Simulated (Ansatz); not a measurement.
**ZrS2: stationary points along a deformation path**

These are results of DFT PBE+D3(BJ), scalar-relativistic, plane waves, PAW in Ansatz, not measurements. Cutoff 420 eV, Γ-centred 12×12×6 k-points, Gaussian smearing of 0.05 eV. No spin polarisation. Energies are free energies at this smearing, counted from the undisturbed cell; pressure is positive in compression.

Reference structure (relaxed at this level):

```yaml
crystal:
  lattice:
    - [3.63502, 0.00000, 0.00000]
    - [-1.81751, 3.14802, 0.00000]
    - [0.00000, 0.00000, 5.72275]
  atoms:
    - { symbol: Zr, position: [0.00000, 0.00000, 0.00000] }
    - { symbol: S, position: [0.33333, 0.66667, 0.25525] }
    - { symbol: S, position: [0.66667, 0.33333, 0.74475] }
```

At fixed volume and fractional coordinates, lengths along (0.000, 0.000, 1.000) are scaled against those across it; ρ is that ratio over its starting value. V = 21.829 Å³/atom. Δσ is the stress along the axis less the mean stress across it (compression positive).

```csv
ρ,ΔE (meV/atom),Δσ (GPa),space group
0.800,153.0,13.72,P-3m1
0.850,85.1,10.82,P-3m1
0.920,23.7,6.08,P-3m1
0.960,5.9,3.12,P-3m1
1.000,0.0,-0.01,P-3m1
1.050,9.0,-4.13,P-3m1
1.100,35.5,-8.49,P-3m1
1.200,137.0,-17.08,P-3m1
1.300,286.5,-24.28,P-3m1
```

Question: How does the stress give the slope of the energy, and where is the energy stationary?

Answer: Along the path d ln(length) is 2/3 d ln ρ on the axis and −1/3 d ln ρ across it, so dE/d ln ρ = −(2/3) V Δσ: the energy falls with ρ where Δσ is positive. Δσ vanishes or changes sign at ρ = 1.000 (P-3m1), a minimum at 0.0 meV/atom. Pairs of stationary points between two samples would go unseen, and could change a minimum read from distant neighbours into a maximum.

Question: Integrate that slope from ρ = 1 to 0.850 by the trapezoid rule.

Answer: With V/N in Å³ and 1 eV/Å³ = 160.2 GPa the slopes at ρ = 1.000, 0.960, 0.920, 0.850 are 1, -283, -553, -983 meV/atom per unit of ln ρ. The steps add 5.8 + 17.8 + 60.8 = 84.3 meV/atom, against 85.1 from the energies; the trapezoid rule misses the curvature of the slope within each step.

Forces appear on the atoms along this scan, and letting them relax would lower the energy and soften the response. The gap closes along the scan, which can put kinks into the curve.

Cost: 9 runs of about 1.2 core-minutes in all, on AMD EPYC 7R43 (Zen 3) (shared hosts).